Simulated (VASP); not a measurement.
Here is the system:

```xyz
9
Lattice="2.5032 -4.3356 0.0000 2.5032 4.3356 0.0000 0.0000 0.0000 5.6762" Properties=species:S:1:pos:R:3 pbc="T T T"
Ge     3.6333    -2.3783     1.8921
Ge     2.7462     0.0000     5.6762
Ge     3.6333     2.3783     3.7841
O      1.7487     0.4068     1.3818
O      3.7797     1.3110     5.1659
O      1.9811    -2.6178     2.4023
O      3.7797    -1.3110     0.5103
O      1.7487    -0.4068     4.2944
O      1.9811     2.6178     3.2738
```

The numbers are results of r2SCAN meta-GGA, VASP's PBE PAW potentials (set 64) (plane waves; VASP), not measurements. Settings: 520 eV cut-off, 6×6×5 Γ-centred mesh, tetrahedra with Blöchl corrections, potentials Ge_d O.

The cores are frozen, which limits the accuracy of field gradients.

### Question
Give the principal components of the electric field gradient (V/Å²) and the asymmetry η at each nucleus.

### Answer

```tsv
atom	Vxx	Vyy	Vzz	η
Ge1	12.5	2.9	-15.5	0.62
Ge2	12.5	2.9	-15.5	0.62
Ge3	12.5	2.9	-15.5	0.62
O4	-98.0	-24.6	122.7	0.60
O5	-98.0	-24.6	122.7	0.60
O6	-98.0	-24.6	122.7	0.60
O7	-98.0	-24.6	122.7	0.60
O8	-98.0	-24.6	122.7	0.60
O9	-98.0	-24.6	122.7	0.60
```

The compound is GeO2 in the quartz structure, a metastable form; rutile is stable. It was relaxed first.
